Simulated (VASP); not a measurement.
Write the native input for VASP 6.6.1 that does the following.

| Quantity | Value |
| --- | --- |
| Task | relaxation of cell and atoms |
| Functional | PBE |
| Potentials or basis | VASP PAW PBE potentials, release 64 (Si, Mo_sv) |
| Cutoff | 520 eV |
| k mesh | 6 × 6 × 4 |
| Occupations | gaussian, width 0.15 eV |
| Spin | no spin polarisation |
| Further INCAR settings | PREC = Normal; ALGO = Fast; EDIFF = 0.0001; IBRION = 2; EDIFFG = -0.08; NSW = 24; ISIF = 3 |

The structure of SiMo3 lies in POSCAR:

```
SiMo3
1.0
    3.2787489100      0.0000000000      0.0000000000
    0.0000000000      3.2787489100      0.0000000000
    0.0000000000      0.0000000000      6.3317472900
Si Mo
1 3
Direct
    0.0000000000      0.0000000000      0.0000000000
    0.5000000000      0.5000000000      0.2365449100
    0.5000000000      0.5000000000      0.7634550900
    0.0000000000      0.0000000000      0.5000000000
```

The cell was built by a generator and needn't be a form met in nature.

These files were run (other wordings do the same):

INCAR

```
SYSTEM = SiMo3
ALGO = Fast ; EDIFF = 1E-4
EDIFFG = -0.08 ; ENCUT = 520
GGA = PE ; IBRION = 2
ISIF = 3 ; ISMEAR = 0
LASPH = .True. ; LCHARG = .False.
LREAL = .False. ; LWAVE = .False.
NELM = 60 ; NSW = 24
PREC = Normal ; SIGMA = 0.15
```

KPOINTS

```
k-points
0
Gamma
  6 6 4
  0 0 0
```

Potentials or basis: VASP PAW PBE potentials, release 64 (Si, Mo_sv).

Run with:

```console
$ cat potpaw_PBE.64/Si/POTCAR potpaw_PBE.64/Mo_sv/POTCAR > POTCAR
$ mpirun -np 1 vasp_std > vasp.out
```

Results of the run:

```yaml
Relaxed_volume: 15.07 Å³/atom
Relaxed_cell: a = 3.271 Å, b = 3.271 Å, c = 5.634 Å, α = 90.00°, β = 90.00°, γ = 90.00°
Space_group_after_relaxing_to_0.05_Å: P4/mmm (No. 123)
Energy_gained_by_relaxing: 214.6 meV/atom
Ionic_steps: 13
Pressure_after_relaxing: -0.4 GPa
Largest_force_after_relaxing: 0.062 eV/Å
Band_gap_on_the_k_mesh: none (metal or under the smearing width)
```

It took 2.2 min on 1 thread of Intel(R) Xeon(R) Platinum 8488C (Sapphire Rapids), on a shared host, peak memory 0.16 GiB.
